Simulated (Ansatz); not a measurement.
Bi:

```
Bi
1.0
     2.26750    1.30914    3.93800
    -2.26750    1.30914    3.93800
     0.00000   -2.61828    3.93800
Bi
2
Direct
  0.76600 0.76600 0.76600
  0.23400 0.23400 0.23400
```

| Property | Result |
| --- | --- |
| Program | Ansatz 0.2.0 |
| Task | single point |
| Functional | PBEsol |
| Potentials or basis | all-electron LAPW, scalar-relativistic |
| Cutoff | 214 eV (chosen from the basis error) |
| Basis error allowed | 0.001 eV/atom |
| k mesh | 7 × 7 × 7 |
| Occupations | fermi-dirac, width 0.05 eV |
| Spin | no spin polarisation |

On this cell: pressure -0.3 GPa; largest force 0.131 eV/Å; band gap on the k mesh 0.26 eV, indirect (least direct gap 0.52 eV).

The same run follows on a disturbed copy (atoms moved at random, drawn with an rms of 0.05 Å):

```xyz
2
Lattice="2.2675 1.3091 3.9380 -2.2675 1.3091 3.9380 0.0000 -2.6183 3.9380" Properties=species:S:1:pos:R:3 pbc="T T T"
Bi   -0.0313    0.0662    9.1076
Bi   -0.0144    0.0082    2.7686
```

**Question.** What does the disturbed cell give?

**Answer.** The energy moves by +9.5 meV/atom; pressure 0.3 GPa; largest force 0.437 eV/Å; band gap on the k mesh 0.23 eV, indirect (least direct gap 0.51 eV).

Forces in eV/Å, atoms in the order of the input:
```
Bi   0.043 -0.182 -0.395
Bi  -0.043  0.182  0.395
```

Stress tensor (GPa, compression positive):
```
-0.18  0.12 -0.23
 0.12  0.83  0.88
-0.23  0.88  0.28
```

Caveats: spin-orbit coupling is left out, which as a rule narrows the gap of such compounds by several tenths of an eV; an odd mesh through Γ misses points on the zone boundary, where band edges often lie.
